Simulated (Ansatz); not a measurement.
# ScAlN2: the band gap up the ladder of functionals

An exercise on one series of results from a longer session: the logs are not shown, and one member is left open.

Code: Ansatz 0.2.0. PAW datasets, plane waves. Note: simulated data, non-magnetic, for a generated structure that need not be the stable one.

## Starting point

The cell was relaxed beforehand with r2SCAN.

It is tetragonal, P4/mmm (No. 123); conventional cell a = 3.045 Å, c = 4.319 Å, 10.01 Å³ an atom. Near Sc stand 6 N at 2.15–2.16 Å; near N stand 4 Al at 2.15 Å and 2 Sc at 2.16 Å; near Al stand 6 N at 2.15–2.16 Å; near N stand 4 Sc at 2.15 Å and 2 Al at 2.16 Å.

Coordinates:

```
Sc N Al
1.0
     3.04461    0.00000    0.00000
     0.00000    3.04461    0.00000
     0.00000    0.00000    4.31898
Sc N Al
1 2 1
Direct
  0.00000 0.00000 0.00000
  0.00000 0.00000 0.50000
  0.50000 0.50000 0.00000
  0.50000 0.50000 0.50000
```

The first run:

The input, input.yaml:

```yaml
crystal:
  lattice:
    - [3.0446085438, 0.0, 0.0]
    - [0.0, 3.0446085438, 0.0]
    - [0.0, 0.0, 4.3189807876]
  atoms:
    - { symbol: Sc, position: [0.0, 0.0, 0.0] }
    - { symbol: "N", position: [0.0, 0.0, 0.5] }
    - { symbol: Al, position: [0.5, 0.5, 0.5] }
    - { symbol: "N", position: [0.5, 0.5, 0.0] }
kpoints:
  mp_grid: { grid: [8, 8, 6] }
  band_path:
    path:
      - [[0.0, 0.0, 0.0], [0.0, 0.5, 0.0], [0.5, 0.5, 0.0], [0.0, 0.0, 0.0], [0.0, 0.0, 0.5], [0.0, 0.5, 0.5], [0.5, 0.5, 0.5], [0.0, 0.0, 0.5]]
      - [[0.0, 0.5, 0.0], [0.0, 0.5, 0.5]]
      - [[0.5, 0.5, 0.0], [0.5, 0.5, 0.5]]
    npoints: 10
hamiltonian:
  xc: pbe
scf:
  occupations: { method: fermi_dirac, width: 0.02 }
  n_extra_bands: 5
output:
  forces: true
  stress: true
  eigenvalues: true
```

Steps of the session up to this table: PBE band path; Single point with r2SCAN; HSE06; G0W0 on PBE; Single point with PBE0.

One table of the session follows, with a row left open; its other results are not shown here.

| level | gap (eV) |
| --- | --- |
| PBE | 0.71 |
| r2SCAN | ? |
| HSE06 | 1.84 |
| PBE0 | 2.53 |

Q: Estimate the row for r2SCAN from the others.

**Answer.** gap (eV): 1.13. In the column «gap (eV)» it lies between PBE (0.71) and HSE06 (1.84).

Meshes: PBE 8×8×6, r2SCAN 8×8×6, HSE06 6×6×4, PBE0 6×6×4

The gap runs from 0.71 eV (PBE) to 2.53 eV (PBE0). PBE reaches 39 % of the HSE06 value, and r2SCAN 61 %. PBE0 lies 0.69 eV above HSE06, which differs from it by screening the long-range exchange.

Caveats from the session: Warnings in the runs' records: stress scf threshold loose, stress exchange threshold loose, qp edge doubted.
